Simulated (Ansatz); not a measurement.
# KI (Fm-3m) in Ansatz: a series of runs

Runs on KI. Level: r2SCAN. Tasks: single point, equation of state.

Everything below comes from runs of Ansatz 0.2.0. Logs are shortened: lines on timing, memory, paths and dates and some standing lists are left out, and cuts for length are marked.

**1. Starting point**

It takes space group Fm-3m (No. 225, cubic). The conventional cell has a = 7.066 Å, b = 7.066 Å, c = 7.066 Å, α = 90.00°, β = 90.00°, γ = 90.00°. I (site symmetry m-3m) has 6 K at 3.53 Å as nearest neighbours. K (site symmetry m-3m) is surrounded by 6 I at 3.53 Å.

**2. Single point, r2SCAN, 41.45 Å³/atom (volume scaled by 0.94)**

input.yaml

```yaml
crystal:
  lattice:
    - [0.0, 3.4606573152, 3.4606573152]
    - [3.4606573152, 0.0, 3.4606573152]
    - [3.4606573152, 3.4606573152, 0.0]
  atoms:
    - { symbol: I, position: [0.5, 0.5, 0.5] }
    - { symbol: K, position: [0.0, 0.0, 0.0] }
hamiltonian:
  xc: r2scan
  pseudopotentials: { kind: paw }
kpoints:
  mp_grid: { grid: [7, 7, 7] }
scf:
  occupations: { method: fermi_dirac, width: 0.05 }
output:
  forces: true
  stress: true
  eigenvalues: true
```

Potentials or basis: Ansatz PAW.

On the command line:

```sh
$ ansatz run input.yaml --threads 2 --pin off --max-ram 5632MiB --backend cpu --events-out ev --progress --plain --runs-dir out
```

Output:

```text
Warning: RAYON_NUM_THREADS=2 ignored (pool sized by the plan → 2); use --threads N
Engine: ansatz 0.2.0, x86_64-unknown-linux-gnu
Pseudopotentials: kind: paw
Pseudopotential: I, paw, valence charge 17, recommended cutoff 500 eV (meta_gga), I.paw.azcp
Pseudopotential: K, paw, valence charge 9, recommended cutoff 500 eV (meta_gga), K.paw.azcp
Functional definition: r2SCAN
  parameter k0 = 0.174
  parameter k1 = 0.065
  parameter a1 = 4.9479
  exchange = r2scan_x(k0 = k0, k1 = k1, a1 = a1)
  correlation = r2scan_c
Crystal: 2 atoms, lattice volume = 82.891 Å³
Basis set: ecut = 500 eV, 2085 PW (Γ), exchange–correlation on 144×144×144 points (64 copies of the dense FFT grid, shifted against one another)
Bands: 17, of which v1, the nominal top of the filled ones, is band 13 counted from 1 (12 counted from 0)
Symmetry: 48 space group operations
Space group: Fm-3m (ITA 225), of the structure as read, at distance tolerance 4.4e-5 Å
k-points: 20 of 343
Non-local potential: I, projectors of the file, l = 0: 2, l = 1: 2, l = 2: 2, l = 3: 2
Non-local potential: K, projectors of the file, l = 0: 3, l = 1: 2, l = 2: 2
PAW form: soft (Blöchl's): semilocal exchange-correlation on the pseudo side does not see the compensation charge
PAW frozen core: I, regenerated for the run's functional (the file was generated under x = pbe(κ = 0.804, μ = 0.2195149727645171), c = pbe(β = 0.06672455060314922))
PAW frozen core: K, regenerated for the run's functional (the file was generated under x = pbe(κ = 0.804, μ = 0.2195149727645171), c = pbe(β = 0.06672455060314922))
PAW one-centre angular grid: I, 590 points (default); XC on 160 Gauss nodes
PAW one-centre angular grid: K, 302 points (default); XC on 160 Gauss nodes
Initial density: superposition of atomic densities (neutral atoms: chi_scale 0, normalization atom), corrected by the library's trained network
Initial wavefunctions: pseudopotential atomic-orbital guess
Functional: x = r2scan, c = r2scan; τ floored in thin density (d = 2e-4 eV/Å³)
SCF iter   1: F=—  HF=-9073.891206 eV  |F-HF|=—  |Δ(HF+E_count)|=         —  Δρ=2.57e-3  dr2=3.36e-3  dr2_τ=7.52e-4  ethr=1.77e-3  ⟨swp⟩=6.5  Hψ=1988  notcnv=0
preconditioner: auto → none  [insulator: Δε(μ)=4.801 eV  Ē_g=14.657 eV  σ=0.050 eV  W_gap=1.00  n_scr=14 (ndim 8)  ℏωp=15.3 eV  f_vac=0.113  D(μ)=0.00/eV (n_scr^D=0)  ε∞_Penn≈2.1]
SCF iter   2: F=—  HF=-9073.901352 eV  |F-HF|=—  |Δ(HF+E_count)|=   1.01e-2  Δρ=1.01e-3  dr2=3.79e-4  dr2_τ=4.17e-5  ethr=1.29e-5  ⟨swp⟩=3.1  Hψ=885  notcnv=0
SCF iter   3: F=—  HF=-9073.901526 eV  |F-HF|=—  |Δ(HF+E_count)|=   1.75e-4  Δρ=2.33e-4  dr2=1.80e-5  dr2_τ=3.75e-6  ethr=1.46e-6  ⟨swp⟩=2.1  Hψ=589  notcnv=0
SCF iter   4: F=—  HF=-9073.901549 eV  |F-HF|=—  |Δ(HF+E_count)|=   2.30e-5  Δρ=7.67e-5  dr2=8.04e-6  dr2_τ=3.47e-7  ethr=6.93e-8  ⟨swp⟩=2.0  Hψ=600  notcnv=0
SCF iter   5: F=—  HF=-9073.901546 eV  |F-HF|=—  |Δ(HF+E_count)|=   3.20e-6  Δρ=1.08e-5  dr2=1.08e-7  dr2_τ=8.56e-9  ethr=3.09e-8  ⟨swp⟩=2.0  Hψ=600  notcnv=0
SCF iter   6: F=-9073.901546 eV  HF=-9073.901546 eV  |F-HF|=5.04e-9  |Δ(HF+E_count)|=   5.92e-8  Δρ=2.63e-6  dr2=6.25e-9  dr2_τ=2.82e-10  ethr=3.85e-10  ⟨swp⟩=7.0  Hψ=1595  notcnv=0
SCF 1 converged in 6 iterations: F = -9073.901546 eV  dr2 = 6.25e-9
SCF converged after 6 iterations
Free energy (F): -9073.901546 eV
Harris-Foulkes:  -9073.901546 eV  (|F-HF|=5.04e-9)
Internal energy: -9073.901546 eV  (E = F + TS)
E sigma→0 (E₀):  -9073.901546 eV
Fermi energy:    4.877409 eV
--- Per-component energies (eV) ---
  E_band       = -530.740516
  E_kinetic    = 443.458355
  E_local      = -2755.746936  (includes V_loc(G=0)·N_el)
  E_nonlocal   = -77.286526
  E_hartree    = 1310.292008
  E_xc         = -255.389990
  E_vxc        = -326.690972  (∫ρ·V_xc dr)
  E_paw        = -5627.568243  (= ΣΔE_a)
  E_vpaw       = -454.442594  (= ΣTr[D̂ρ^β])
  E_aug_tail   = -0.000036  (compensation charges beyond the density's cutoff)
  E_vtau       = 19.388757  (kinetic-family band-sum trace: ∫τ·v_τ [+ j·A + Jᵃ·Aᵃ] dr)
  E_ewald      = -2111.537045
  E_core_change = -0.123132  (= ΣΔE_core)
  E_smearing   = -0.000000  (= −TS)
  E_closure    = 0.000000  (closes the sum)
  Σ components = -9073.901546   (vs F -9073.901546, Δ=0.00e0)
--- Forces (eV/Å), atoms counted from 1 ---
  atom   1  I      0.00000000     0.00000000    -0.00000000
  atom   2  K     -0.00000000     0.00000000     0.00000000
  max |Σ_I F_I| component: 7.93e-29 eV/Å
--- Stress (GPa, compression-positive) ---
        1.088128       0.000000      -0.000000
        0.000000       1.088128       0.000000
       -0.000000       0.000000       1.088128
  P = ⅓ Tr σ = 1.0881 GPa (10.881 kbar)
--- Band table (eV; the first three rows and the last of 20) ---
  k-point 0: bands = ["-41.2034", "-41.2034", "-41.1990", "-41.1990", "-41.1990", "-27.0502", "-9.7744", "-9.7744", "-9.7744", "-8.4762", "2.4328", "2.4328", "2.4328", "7.2111", "9.4571", "9.4571", "9.4571"]
  k-point 1: bands = ["-41.2034", "-41.2034", "-41.1990", "-41.1990", "-41.1990", "-27.0497", "-9.8246", "-9.7748", "-9.7748", "-8.3945", "2.0810", "2.3525", "2.3525", "7.7115", "9.3696", "9.6992", "9.6992"]
  k-point 2: bands = ["-41.2034", "-41.2034", "-41.1989", "-41.1989", "-41.1989", "-27.0484", "-9.9213", "-9.7756", "-9.7756", "-8.2249", "1.4443", "2.1837", "2.1837", "8.3503", "9.8769", "10.3193", "10.3193"]
  k-point 19: bands = ["-41.2034", "-41.2034", "-41.1989", "-41.1989", "-41.1989", "-27.0464", "-9.8715", "-9.8187", "-9.7996", "-8.1922", "1.5459", "1.5664", "1.8886", "9.0374", "9.9017", "10.1017", "11.6602"]
```

Run time: 2.1 s. Hardware: 2 threads of Intel Xeon Platinum 8375C at 2.90GHz (Ice Lake), shared host; peak memory 0.58 GiB.

What came out:

- Free energy: -9073.9015 eV
- Pressure: 1.1 GPa
- Band gap on the k mesh: 4.78 eV, direct

Caveat: odd divisions of the mesh miss points on the zone boundary, where band edges often lie, so the gap on the mesh can be too wide; spin-orbit coupling is left out, which moves the levels of the heavy elements; the PAW data sets come from PBE, with cores solved anew for the run's functional, which leaves a small shift of forces and pressure.

**3. Single point, r2SCAN, 42.33 Å³/atom (volume scaled by 0.96)**

input.yaml: that of step 2 with these lines changed.

```diff
@@ -2,5 +2,5 @@
   lattice:
-    - [0.0, 3.4606573152, 3.4606573152]
-    - [3.4606573152, 0.0, 3.4606573152]
-    - [3.4606573152, 3.4606573152, 0.0]
+    - [0.0, 3.4850289444, 3.4850289444]
+    - [3.4850289444, 0.0, 3.4850289444]
+    - [3.4850289444, 3.4850289444, 0.0]
   atoms:
```

Potentials or basis: Ansatz PAW.

On the command line:

```sh
$ ansatz run input.yaml --threads 2 --pin off --max-ram 5632MiB --backend cpu --events-out ev --progress --plain --runs-dir out
```

Wall time 2.6 s (2 threads of Intel Xeon Platinum 8375C at 2.90GHz (Ice Lake), shared host); peak memory 0.59 GiB.

The run converged. Its results:

```yaml
Free_energy: -9073.9115 eV
Pressure: 0.7 GPa
Band_gap_on_the_k_mesh: 4.72 eV, direct
```

Caveat: odd divisions of the mesh miss points on the zone boundary, where band edges often lie, so the gap on the mesh can be too wide; spin-orbit coupling is left out, which moves the levels of the heavy elements; the PAW data sets come from PBE, with cores solved anew for the run's functional, which leaves a small shift of forces and pressure.

**4. Single point, r2SCAN, 43.21 Å³/atom (volume scaled by 0.98)**

input.yaml: that of step 3 with these lines changed.

```diff
@@ -2,5 +2,5 @@
   lattice:
-    - [0.0, 3.4850289444, 3.4850289444]
-    - [3.4850289444, 0.0, 3.4850289444]
-    - [3.4850289444, 3.4850289444, 0.0]
+    - [0.0, 3.5090643863, 3.5090643863]
+    - [3.5090643863, 0.0, 3.5090643863]
+    - [3.5090643863, 3.5090643863, 0.0]
   atoms:
```

On the command line:

```sh
$ ansatz run input.yaml --threads 2 --pin off --max-ram 5632MiB --backend cpu --events-out ev --progress --plain --runs-dir out
```

Run time: 2.5 s. Hardware: 2 threads of Intel Xeon Platinum 8375C at 2.90GHz (Ice Lake), shared host; peak memory 0.68 GiB.

Results (log left out):

```yaml
Free_energy: -9073.9179 eV
Pressure: 0.4 GPa
Band_gap_on_the_k_mesh: 4.66 eV, direct
```

Caveat: odd divisions of the mesh miss points on the zone boundary, where band edges often lie, so the gap on the mesh can be too wide; spin-orbit coupling is left out, which moves the levels of the heavy elements; the PAW data sets come from PBE, with cores solved anew for the run's functional, which leaves a small shift of forces and pressure.

**5. Single point, r2SCAN, 44.09 Å³/atom**

input.yaml: that of step 4 with these lines changed.

```diff
@@ -2,5 +2,5 @@
   lattice:
-    - [0.0, 3.5090643863, 3.5090643863]
-    - [3.5090643863, 0.0, 3.5090643863]
-    - [3.5090643863, 3.5090643863, 0.0]
+    - [0.0, 3.532775, 3.532775]
+    - [3.532775, 0.0, 3.532775]
+    - [3.532775, 3.532775, 0.0]
   atoms:
@@ -19 +19,5 @@
   eigenvalues: true
+  write_density: true
+  write_potential: true
+  elf: true
+  volumetric_format: npy
```

On the command line:

```sh
$ ansatz run input.yaml --threads 2 --pin off --max-ram 5632MiB --backend cpu --events-out ev --progress --plain --runs-dir out
```

Wall time 3.1 s (2 threads of Intel Xeon Platinum 8375C at 2.90GHz (Ice Lake), shared host); peak memory 0.68 GiB.

The run converged. Its results:

```yaml
Free_energy: -9073.9210 eV
Pressure: 0.1 GPa
Band_gap_on_the_k_mesh: 4.61 eV, direct
```

Caveat: odd divisions of the mesh miss points on the zone boundary, where band edges often lie, so the gap on the mesh can be too wide; spin-orbit coupling is left out, which moves the levels of the heavy elements; the PAW data sets come from PBE, with cores solved anew for the run's functional, which leaves a small shift of forces and pressure.

**6. Single point, r2SCAN, 44.97 Å³/atom (volume scaled by 1.02)**

input.yaml

```yaml
crystal:
  lattice:
    - [0.0, 3.5561715428, 3.5561715428]
    - [3.5561715428, 0.0, 3.5561715428]
    - [3.5561715428, 3.5561715428, 0.0]
  atoms:
    - { symbol: I, position: [0.5, 0.5, 0.5] }
    - { symbol: K, position: [0.0, 0.0, 0.0] }
hamiltonian:
  xc: r2scan
  pseudopotentials: { kind: paw }
kpoints:
  mp_grid: { grid: [7, 7, 7] }
scf:
  occupations: { method: fermi_dirac, width: 0.05 }
output:
  forces: true
  stress: true
  eigenvalues: true
```

Potentials or basis: Ansatz PAW.

On the command line:

```sh
$ ansatz run input.yaml --threads 2 --pin off --max-ram 5632MiB --backend cpu --events-out ev --progress --plain --runs-dir out
```

It took 2.5 s on 2 threads of Intel Xeon Platinum 8375C at 2.90GHz (Ice Lake), shared host; peak memory 0.68 GiB.

The run converged. Its results:

* Free energy: -9073.9212 eV
* Pressure: -0.1 GPa
* Band gap on the k mesh: 4.56 eV, direct

Caveat: odd divisions of the mesh miss points on the zone boundary, where band edges often lie, so the gap on the mesh can be too wide; spin-orbit coupling is left out, which moves the levels of the heavy elements; the PAW data sets come from PBE, with cores solved anew for the run's functional, which leaves a small shift of forces and pressure.

**7. Single point, r2SCAN, 45.85 Å³/atom (volume scaled by 1.04)**

input.yaml: that of step 6 with these lines changed.

```diff
@@ -2,5 +2,5 @@
   lattice:
-    - [0.0, 3.5561715428, 3.5561715428]
-    - [3.5561715428, 0.0, 3.5561715428]
-    - [3.5561715428, 3.5561715428, 0.0]
+    - [0.0, 3.5792642128, 3.5792642128]
+    - [3.5792642128, 0.0, 3.5792642128]
+    - [3.5792642128, 3.5792642128, 0.0]
   atoms:
```

On the command line:

```sh
$ ansatz run input.yaml --threads 2 --pin off --max-ram 5632MiB --backend cpu --events-out ev --progress --plain --runs-dir out
```

Wall time 2.4 s (2 threads of Intel Xeon Platinum 8375C at 2.90GHz (Ice Lake), shared host); peak memory 0.67 GiB.

Results (log left out):

* Free energy: -9073.9189 eV
* Pressure: -0.3 GPa
* Band gap on the k mesh: 4.51 eV, direct

Caveat: odd divisions of the mesh miss points on the zone boundary, where band edges often lie, so the gap on the mesh can be too wide; spin-orbit coupling is left out, which moves the levels of the heavy elements; the PAW data sets come from PBE, with cores solved anew for the run's functional, which leaves a small shift of forces and pressure.

**8. Single point, r2SCAN, 46.74 Å³/atom (volume scaled by 1.06)**

input.yaml: that of step 7 with these lines changed.

```diff
@@ -2,5 +2,5 @@
   lattice:
-    - [0.0, 3.5792642128, 3.5792642128]
-    - [3.5792642128, 0.0, 3.5792642128]
-    - [3.5792642128, 3.5792642128, 0.0]
+    - [0.0, 3.6020626887, 3.6020626887]
+    - [3.6020626887, 0.0, 3.6020626887]
+    - [3.6020626887, 3.6020626887, 0.0]
   atoms:
```

On the command line:

```sh
$ ansatz run input.yaml --threads 2 --pin off --max-ram 5632MiB --backend cpu --events-out ev --progress --plain --runs-dir out
```

Wall time 2.5 s (2 threads of Intel Xeon Platinum 8375C at 2.90GHz (Ice Lake), shared host); peak memory 0.69 GiB.

It converged, with:

```
Free energy            : -9073.9142 eV
Pressure               : -0.5 GPa
Band gap on the k mesh : 4.47 eV, direct
```

Caveat: odd divisions of the mesh miss points on the zone boundary, where band edges often lie, so the gap on the mesh can be too wide; spin-orbit coupling is left out, which moves the levels of the heavy elements; the PAW data sets come from PBE, with cores solved anew for the run's functional, which leaves a small shift of forces and pressure.

**9. Equation of state, r2SCAN**

Potentials or basis: Ansatz PAW.

This step only gathers the single runs of the series.

What came out:

- Equilibrium volume: 44.60 Å³/atom
- Bulk modulus: 12.4 GPa
- Pressure derivative of the bulk modulus: 4.9

Energy against volume, from the lowest point:
| volume (Å³/atom) | energy (meV/atom) |
| --- | --- |
| 41.445 | 9.83 |
| 42.327 | 4.83 |
| 43.209 | 1.66 |
| 44.091 | 0.11 |
| 44.973 | 0.00 |
| 45.854 | 1.18 |
| 46.736 | 3.50 |

Caveat: the PAW data sets were made with another functional, which shifts forces and pressure a little. Zero-point motion and thermal expansion aren't in these numbers.
